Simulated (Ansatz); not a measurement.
Ca:

```
Ca
1.0
     3.98000    0.00000    0.00000
    -1.99000    3.44678    0.00000
     0.00000    0.00000    6.52000
Ca
2
Direct
  0.66667 0.33333 0.75000
  0.33333 0.66667 0.25000
```

This isn't the form of Ca at room conditions, which is fcc.

Base run:

- Program: Ansatz 0.2.0
- Functional: PBEsol
- Potentials or basis: all-electron LAPW, scalar-relativistic
- Cutoff: 78 eV (chosen from the basis error)
- Basis error allowed: 0.001 eV/atom
- k mesh: 8 × 8 × 4
- Occupations: fermi-dirac, width 0.05 eV
- Spin: no spin polarisation

Its results: pressure -1.4 GPa.

Question: The run is repeated on the same cell with these changes: functional from PBEsol to PBE. What comes out?

Answer: Pressure -0.8 GPa.

PBE binds less tightly than PBEsol, so the same cell stands under more pressure.

Caveats: the cell was measured hot, at 723 K.
